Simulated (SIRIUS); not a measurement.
Wanted: the native input for a SIRIUS 7.10.0 run.

- Task: single point
- Functional: PBE
- Potentials or basis: PseudoDojo 0.4.1 PBE standard (scalar relativistic)
- Cutoff: 1152 eV
- Density cutoff: 4606 eV
- k mesh: 6 × 6 × 5
- Occupations: fermi-dirac, width 0.05 eV
- Spin: no spin polarisation
- Libxc names: ["XC_GGA_X_PBE", "XC_GGA_C_PBE"]
- Energy tol: 1e-08 Ha
- Density tol: 1e-06
- Mixer: anderson
- Mixing beta: 0.7
- Max scf: 100
- Radial cutoff for the potentials' integrals: 6.5 bohr

The system is SiO2.

```
Si O
1.0
     5.06052    0.00000    0.00000
    -2.53026    4.38254    0.00000
     0.00000    0.00000    5.54135
Si O
3 6
Direct
  0.50000 0.00000 0.00000
  0.50000 0.50000 0.66667
  0.00000 0.50000 0.33333
  0.20861 0.79139 0.16667
  0.20861 0.41721 0.50000
  0.41721 0.20861 0.83333
  0.79139 0.20861 0.16667
  0.79139 0.58279 0.50000
  0.58279 0.79139 0.83333
```

The cell comes from a database or a generator and needn't be the stable form of this composition.

The input as run:

sirius.json

```json
{
  "control": {
    "processing_unit": "cpu",
    "verbosity": 2,
    "num_bands_to_print": 34,
    "print_forces": true,
    "print_stress": true
  },
  "parameters": {
    "electronic_structure_method": "pseudopotential",
    "xc_functionals": ["XC_GGA_X_PBE", "XC_GGA_C_PBE"],
    "gk_cutoff": 9.2,
    "pw_cutoff": 18.4,
    "ngridk": [6, 6, 5],
    "shiftk": [0, 0, 0],
    "smearing": "fermi_dirac",
    "smearing_width": 0.0018374661,
    "num_bands": 34,
    "num_mag_dims": 0,
    "num_dft_iter": 100,
    "energy_tol": 1e-08,
    "density_tol": 1e-06
  },
  "iterative_solver": {
    "type": "davidson",
    "min_tolerance": 1e-09,
    "tolerance_scale": [0.1, 0.25]
  },
  "mixer": {
    "type": "anderson",
    "beta": 0.7,
    "max_history": 8
  },
  "settings": {
    "tol_ne": 1e-10,
    "pseudo_grid_cutoff": 6.5
  },
  "unit_cell": {
    "lattice_vectors": [
      [1.0, 0.0, 0.0],
      [-0.5, 0.866025403782, 0.0],
      [0.0, 0.0, 1.09501609911]
    ],
    "lattice_vectors_scale": 9.5630010593,
    "atom_coordinate_units": "lattice",
    "atom_types": ["Si", "O"],
    "atom_files": {
      "Si": "Si.json",
      "O": "O.json"
    },
    "atoms": {
      "Si": [
        [0.5, 0.0, 0.0],
        [0.5, 0.5, 0.6666666667],
        [0.0, 0.5, 0.3333333333]
      ],
      "O": [
        [0.20860537, 0.79139463, 0.1666666667],
        [0.20860537, 0.41721074, 0.5],
        [0.41721074, 0.20860537, 0.8333333333],
        [0.79139463, 0.20860537, 0.1666666667],
        [0.79139463, 0.58278926, 0.5],
        [0.58278926, 0.79139463, 0.8333333333]
      ]
    }
  }
}
```

Potentials or basis: PseudoDojo 0.4.1 PBE standard (scalar relativistic).

Run with:

```sh
$ upf_to_json Si.upf
$ upf_to_json O.upf
$ OMP_NUM_THREADS=1 sirius.scf --input=sirius.json --output=out.json --task=0
```

It gave:

```json
{
  "Pressure": "4.5 GPa",
  "Largest force": "0.211 eV/Å",
  "Band gap on the k mesh": "5.75 eV"
}
```

Caveat: an odd mesh through Γ misses points on the zone boundary, where band edges often lie.

Wall time 4.5 min on 1 thread of Arm Neoverse V2, with other jobs on the host, peak memory 1.1 GiB.
